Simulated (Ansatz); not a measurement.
**Ni: stress in a strained cell**

Aim: deform Ni (equal xx and yy strain of +3 %) and compute stress, forces and field gradients with LAPW, PAW and all-electron datasets made for the crystal.

Method: DFT PBE, scalar-relativistic, in Ansatz 0.2.0.

## 1. The system as given

The structure is cubic, space group Fm-3m (No. 225). The conventional cell has a = 3.536 Å, b = 3.536 Å, c = 3.536 Å, α = 90.00°, β = 90.00°, γ = 90.00°. Ni (site symmetry m-3m) is surrounded by 12 Ni at 2.50 Å.

As a file:

```xyz
1
Lattice="0.0000 1.7679 1.7679 1.7679 0.0000 1.7679 1.7679 1.7679 0.0000" Properties=species:S:1:pos:R:3 pbc="T T T"
Ni    0.0000    0.0000    0.0000
```

## 2. The deformed structure

Space group Fm-3m before, I4/mmm after.

## 3. Full-potential LAPW

File input.yaml:

```yaml
crystal:
  lattice:
    - [0.0, 1.8209885, 1.76795]
    - [1.8209885, 0.0, 1.76795]
    - [1.8209885, 1.8209885, 0.0]
  atoms:
    - { symbol: Ni, position: [0.0, 0.0, 0.0], spin: 1.5 }
magnetization:
  spin_polarized: true
kpoints:
  mp_grid: { grid: [20, 20, 20] }
  band_path:
    path:
      - [0.0, 0.0, 0.0]
      - [0.0, 0.5, 0.5]
      - [0.25, 0.75, 0.5]
      - [0.0, 0.5, 0.0]
      - [0.0, 0.0, 0.0]
      - [0.5, 0.5, 0.0]
      - [0.3826125, 0.6173875, 0.0]
      - [-0.3826125, 0.3826125, 0.0]
      - [0.0, 0.0, 0.0]
    npoints: 5
scf:
  occupations: { method: fermi_dirac, width: 0.05 }
hamiltonian:
  xc: pbe
  pseudopotentials: { kind: all_electron, lapw: { basis_error: 0.00025 } }
output:
  forces: true
  stress: true
  eigenvalues: true
```

Started as:

```bash
ansatz run input.yaml --threads 1 --pin off --max-ram 3072MiB --backend cpu --events-out ev --progress --plain --runs-dir out
```

## 4. Frozen-core PAW

File input.yaml:

```yaml
crystal:
  lattice:
    - [0.0, 1.8209885, 1.76795]
    - [1.8209885, 0.0, 1.76795]
    - [1.8209885, 1.8209885, 0.0]
  atoms:
    - { symbol: Ni, position: [0.0, 0.0, 0.0], spin: 1.5 }
magnetization:
  spin_polarized: true
kpoints:
  mp_grid: { grid: [20, 20, 20] }
scf:
  occupations: { method: fermi_dirac, width: 0.05 }
hamiltonian:
  xc: pbe
  pseudopotentials: { kind: paw }
output:
  forces: true
  stress: true
  eigenvalues: true
  efg: { contact_densities: true }
```

## 5. Datasets made for this crystal

input.yaml: that of step 4 with these lines changed.

```diff
@@ -15,3 +15,3 @@
   xc: pbe
-  pseudopotentials: { kind: paw }
+  pseudopotentials: { kind: all_electron, datasets: crystal }
 output:
```

(Steps that only read results are left out.)

Q: Predict the outcome of this session. Wanted: pressure; largest shear or deviatoric stress.

**Answer**, as computed:

| quantity | value |
| --- | --- |
| pressure | LAPW -12.22, PAW -12.21, crystal datasets -12.22 GPa |
| largest shear or deviatoric stress (LAPW) | 1.81 GPa |

**Reading.** The largest part of the stress beyond the pressure is 1.81 GPa in size, in the zz component. No run of the undeformed cell stands beside it, so the pressure holds what the given cell had before the change. PAW: stress within 0.02 GPa of LAPW. Crystal datasets: stress within 0.01 GPa of LAPW. Other magnetic orders may lie lower; this is the state that the run reached.
